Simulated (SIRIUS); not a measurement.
## Sr under changes of volume

One of the cells (57.446 Å³/atom); the others are scaled copies at fixed shape and fractional positions:

```
CELL_PARAMETERS angstrom
0.00000 3.06250 3.06250
3.06250 0.00000 3.06250
3.06250 3.06250 0.00000
ATOMIC_POSITIONS crystal
Sr 0.00000 0.00000 0.00000
```

```yaml
Program: SIRIUS 7.12.0
Functional: PBEsol
Potentials_or_basis: PseudoDojo 0.4.1 PBEsol standard (scalar relativistic)
Cutoff: 937 eV
Density_cutoff: 3749 eV
k_mesh: 8 × 8 × 8
Occupations: fermi-dirac, width 0.05 eV
Spin: no spin polarisation
```

```tsv
volume (Å³/atom)	energy over the lowest point (meV/atom)	pressure (GPa)
52.940	0.00	-0.3
54.067	2.93	-0.5
55.193	7.44	-0.7
57.446	20.59	-1.1
58.572	?	?
59.698	38.36	-1.4
```

Q: What does the run at 58.572 Å³/atom give?

A: Energy over the lowest point 28.95 meV/atom; pressure -1.2 GPa.

Worked out: A Birch-Murnaghan fit of order 3 (a polynomial in V^(-2/3)) to the other rows has its minimum at 51.68 Å³/atom, just outside them, with B0 = V·E''(V) = 12.9 GPa and B' = 3.9. It gives 28.96 meV/atom at 58.572 Å³/atom, against the run's 28.95, and -dE/dV = -1.3 GPa, against -1.2.

Energies are extrapolated to zero smearing.
